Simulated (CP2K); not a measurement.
Runs of CP2K 2026.2 on MoS2. The cell holds a slab with vacuum, 3 atoms: a = 3.184 Å, b = 3.184 Å, c = 17.335 Å, α = 90.00°, β = 90.00°, γ = 120.00°. 

```tsv
task	level	potentials or basis	cell	k mesh	smearing	EPS_DEFAULT	NGRIDS	EXTRAPOLATION	optimiser	most steps	gap on the mesh (eV)	relaxed volume (Å³/atom)	largest force (eV/Å)
relaxation of cell and atoms	LDA	GTH_POTENTIALS Mo GTH-PADE-q14, S GTH-PADE-q6; TZVP-MOLOPT-PBE-GTH basis	relaxed	7 × 7 × 2	fermi-dirac 0.1 eV	1.0E-9	4	USE_PREV_P	BFGS	40	2.15	48.67	0.09
band structure	LDA	GTH_POTENTIALS Mo GTH-PADE-q14, S GTH-PADE-q6; TZVP-MOLOPT-PBE-GTH basis	as given	10 × 10 × 2	fermi-dirac 0.05 eV	1.0E-10	4	-	-	-	1.72	-	0.07
band structure	r2SCAN	POTENTIAL_UZH Mo GTH-SCAN-q14, S GTH-SCAN-q6; TZVP-MOLOPT-SCAN-GTH basis	as given	10 × 10 × 2	fermi-dirac 0.1 eV	1.0E-10	5	-	-	-	1.79	-	0.21
band structure	r2SCAN	POTENTIAL_UZH Mo GTH-SCAN-q14, S GTH-SCAN-q6; TZVP-MOLOPT-SCAN-GTH basis	as given	10 × 10 × 2	fermi-dirac 0.1 eV	1.0E-9	4	-	-	-	1.79	-	0.21
relaxation of cell and atoms	LDA	GTH_POTENTIALS Mo GTH-PADE-q14, S GTH-PADE-q6; TZVP-MOLOPT-PBE-GTH basis	relaxed	7 × 7 × 2	fermi-dirac 0.1 eV	1.0E-10	4	USE_PREV_P	BFGS	40	2.15	48.67	0.09
band structure	TASK	POTENTIAL_UZH Mo GTH-SCAN-q14, S GTH-SCAN-q6; TZVP-MOLOPT-SCAN-GTH basis	as given	10 × 10 × 2	fermi-dirac 0.05 eV	1.0E-10	4	-	-	-	1.84	-	(a)
band structure	LDA	GTH_POTENTIALS Mo GTH-PADE-q14, S GTH-PADE-q6; TZVP-MOLOPT-PBE-GTH basis	as given	10 × 10 × 2	fermi-dirac 0.0259 eV	1.0E-9	4	-	-	-	1.72	-	0.07
relaxation of cell and atoms	LDA	GTH_POTENTIALS Mo GTH-PADE-q14, S GTH-PADE-q6; TZVP-MOLOPT-PBE-GTH basis	relaxed	7 × 7 × 2	fermi-dirac 0.0259 eV	1.0E-9	5	USE_PREV_P	BFGS	40	2.15	48.67	0.09
```

Alike in all rows: no spin polarisation.

Fill in the values left out.

(a) 0.38.

Caveats: the basis of atomic orbitals isn't converged, which shifts pressures, moduli and gaps; the potentials were made for another functional, which shifts forces and pressure (some runs).

A k mesh can miss the band edges, and the runs leave out spin-orbit coupling on Mo.

Not every run made on this cell is shown here.
